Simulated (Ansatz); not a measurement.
input.yaml (Ansatz)

```yaml
crystal:
  lattice:
    - [0.0, 3.2397655385, 3.2397655385]
    - [3.2397655385, 0.0, 3.2397655385]
    - [3.2397655385, 3.2397655385, 0.0]
  atoms:
    - { symbol: Ba, position: [0.0, 0.0, 0.0] }
hamiltonian:
  xc: revpbe
  pseudopotentials:
    kind: paw
    azcp:
      Ba: "pseudopotentials/Ba.paw.azcp"
basis:
  ecutwfc: 420
  fft_grid_basis: typed
kpoints:
  mp_grid: { grid: [14, 14, 14], shift: [0, 0, 0] }
magnetization:
  spin_polarized: false
scf:
  occupations: { method: fermi_dirac, width: 0.1 }
```

Terminal output

```
Engine: ansatz 0.2.0, aarch64-unknown-linux-gnu
Pseudopotentials: kind: paw
Pseudopotential: Ba, paw, valence charge 10, recommended cutoff 420 eV (normal) 
Functional definition: revPBE
  parameter kappa = 1.245
  parameter beta = 0.06672455060314922
  exchange = pbe_x(kappa = kappa, mu = beta*pi^2/3)
  correlation = pbe_c(beta = beta)
Crystal: 1 atoms, lattice volume = 68.010 Å³
Basis set: ecut = 420 eV, 1363 PW (Γ)
Bands: 9, of which v1, the nominal top of the filled ones, is band 5 counted from 1 (4 counted from 0)
Symmetry: 48 space group operations
Space group: Fm-3m (ITA 225), of the structure as read, at distance tolerance 4.1e-5 Å
k-points: 104 of 2744
Non-local potential: Ba, projectors of the file, l = 0: 3, l = 1: 2, l = 2: 2, l = 3: 2
PAW form: soft (Blöchl's): semilocal exchange-correlation on the pseudo side does not see the compensation charge
PAW frozen core: Ba, regenerated for the run's functional, and the local potential with it (the file was generated under x = pbe(κ = 0.804, μ = 0.2195149727645171), c = pbe(β = 0.06672455060314922))
PAW one-centre angular grid: Ba, 194 points (default); XC on 64 Gauss nodes
Initial density: superposition of atomic densities (neutral atoms: chi_scale 0, normalization atom), corrected by the library's trained network
Initial wavefunctions: pseudopotential atomic-orbital guess
Functional: x = revpbe(κ = 1.245, μ = 0.2195149727645171), c = pbe(β = 0.06672455060314922)
SCF iter   1: F=—  HF=-5956.427816 eV  |F-HF|=—  |Δ(HF+E_count)|=         —  Δρ=1.08e-3  dr2=1.13e-3  ethr=1.77e-3  ⟨swp⟩=7.4  Hψ=9097  notcnv=0
SCF iter   2: F=—  HF=-5956.428270 eV  |F-HF|=—  |Δ(HF+E_count)|=   4.54e-4  Δρ=7.40e-4  dr2=5.80e-4  ethr=1.13e-5  ⟨swp⟩=2.4  Hψ=2164  notcnv=0
SCF iter   3: F=—  HF=-5956.428494 eV  |F-HF|=—  |Δ(HF+E_count)|=   2.24e-4  Δρ=1.63e-4  dr2=3.89e-5  ethr=5.80e-6  ⟨swp⟩=2.3  Hψ=1161  notcnv=0
SCF iter   4: F=—  HF=-5956.428491 eV  |F-HF|=—  |Δ(HF+E_count)|=   2.77e-6  Δρ=4.09e-5  dr2=1.75e-6  ethr=3.89e-7  ⟨swp⟩=2.0  Hψ=1325  notcnv=0
iter 5 did not close the SCF: its close was put off for the readings that it lacked (scf_convergence_deferred on its scf_iter line)
SCF iter   5: F=-5956.428492 eV  HF=-5956.428492 eV  |F-HF|=8.52e-8  |Δ(HF+E_count)|=   5.90e-7  Δρ=1.56e-5  dr2=6.13e-8  ethr=1.75e-8  ⟨swp⟩=3.0  Hψ=1633  notcnv=0
SCF iter   6: F=-5956.428492 eV  HF=-5956.428492 eV  |F-HF|=2.21e-9  |Δ(HF+E_count)|=   9.91e-8  Δρ=2.26e-6  dr2=3.32e-9  ethr=6.13e-10  ⟨swp⟩=1.1  Hψ=2731  notcnv=0
SCF 1 converged in 6 iterations: F = -5956.428492 eV  dr2 = 3.32e-9
SCF converged after 6 iterations
Free energy (F): -5956.428492 eV
Harris-Foulkes:  -5956.428492 eV  (|F-HF|=2.21e-9)
Internal energy: -5956.370293 eV  (E = F + TS)
E sigma→0 (E₀):  -5956.399393 eV
Entropy (-TS):   -0.058199 eV (-58.199 meV/atom)
Fermi energy:    5.407391 eV
--- Per-component energies (eV) ---
  E_band       = -90.778116
  E_kinetic    = 166.123157
  E_local      = -396.373660  (includes V_loc(G=0)·N_el)
  E_nonlocal   = 56.563194
  E_hartree    = 125.698705
  E_xc         = -166.603819
  E_vxc        = -133.217850  (∫ρ·V_xc dr)
  E_paw        = -5232.289273  (= ΣΔE_a)
  E_vpaw       = -35.269640  (= ΣTr[D̂ρ^β])
  E_aug_tail   = -0.000002  (compensation charges beyond the density's cutoff)
  E_ewald      = -509.453444
  E_core_change = -0.035151  (= ΣΔE_core)
  E_smearing   = -0.058199  (= −TS)
  E_closure    = 0.000000  (closes the sum)
  Σ components = -5956.428492   (vs F -5956.428492, Δ=0.00e0)
```
